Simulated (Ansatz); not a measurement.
## A vibration from a frozen displacement in SrCl$_{2}$

Computed with Ansatz, DFT PBE, scalar-relativistic, plane waves, PAW. Settings: plane waves to 420 eV, k-mesh 6×6×6 (Γ-centred), Gaussian smearing 0.05 eV. No spin polarisation. Energies are free energies at this smearing, counted from the undisturbed cell; pressure is positive in compression.

Zero of the scan (as given, not relaxed at this level; it stands at 1.1 GPa, and it needn't be the usual structure):

```xyz
3
Lattice="0.0000 3.4855 3.4855 3.4855 0.0000 3.4855 3.4855 3.4855 0.0000" Properties=species:S:1:pos:R:3 pbc="T T T"
Sr    0.0000    0.0000    0.0000
Cl    1.7428    1.7428    1.7428
Cl    5.2283    5.2283    5.2283
```

Every Cl atom is moved by x along the Cartesian unit vector (1.000, 0.000, 0.000); the cell and all other atoms stay fixed. The cell's volume is 84.69 Å³; the moved atoms weigh 70.900 u together and the others 87.620 u. Some rows repeat others by symmetry and weren't run.

| x (Å) | ΔE (meV/cell) | total force on the moved atoms along the move (eV/Å) | pressure (GPa) |
| --- | --- | --- | --- |
| -0.2000 | 54.23 | 0.5454 | 1.5606 |
| -0.1750 | 41.47 | 0.4760 | 1.4488 |
| -0.1500 | 30.43 | 0.4070 | 1.3517 |
| -0.1250 | 21.11 | 0.3386 | 1.2694 |
| -0.1000 | 13.50 | 0.2704 | 1.2020 |
| -0.0750 | 7.59 | 0.2026 | 1.1494 |
| -0.0500 | 3.37 | 0.1350 | 1.1119 |
| -0.0250 | 0.84 | 0.0674 | 1.0893 |
| 0.0000 | 0.00 | 0.0000 | 1.0818 |
| 0.0250 | 0.84 | -0.0674 | 1.0893 |
| 0.0500 | 3.37 | -0.1350 | 1.1119 |
| 0.0750 | 7.59 | -0.2026 | 1.1494 |
| 0.1000 | 13.50 | -0.2704 | 1.2020 |
| 0.1250 | 21.11 | -0.3386 | 1.2694 |
| 0.1500 | 30.43 | -0.4070 | 1.3517 |
| 0.1750 | 41.47 | -0.4760 | 1.4488 |
| 0.2000 | 54.23 | -0.5454 | 1.5606 |

Problem. What frequency belongs to this motion?

Solution. The force constant is k = −dF/dx = 2.696 eV/Å², from the parabola through x = -0.0250, 0 and 0.0250. In every cell the moved atoms swing against the rest, so the mass is μ = m₁m₂/(m₁ + m₂) = 39.189 u, and ν̃ = 521.5 cm⁻¹ × √(|k|/μ) = 137 cm⁻¹, at this cell's pressure of 1.1 GPa. To first order in x, and within 1 %, the force on every atom lies along the move and, within each of the two groups, in proportion to the atom's mass, so this is itself a mode at the zone centre of this cell, taken without macroscopic field (the transverse frequency in a polar insulator).

Problem. How far does the harmonic law reach?

Solution. At x = -0.200 Å, kx²/2 = 53.92 meV against the computed 54.23 meV (+0.6 %): the well is still close to harmonic there.

Problem. The pressure changes with x². What does that say about the frequency under compression?

Solution. With E = k(V)x²/2, k ∝ V^(−2γ) and x scaling with the cell as V^(1/3), P − P0 = −∂E/∂V = (2γ − 2/3) ΔE/V. At x = 0.0500 Å, V(P − P0) = 84.69 × 0.03008 / 160.2 eV = 15.90 meV and ΔE = 3.37 meV, so γ = 1/3 + V(P − P0)/(2ΔE) = 2.69. This is the Grüneisen parameter of the motion under uniform scaling of the cell: shrinking the cell evenly by 1 % in volume raises the frequency by about 2.69 %.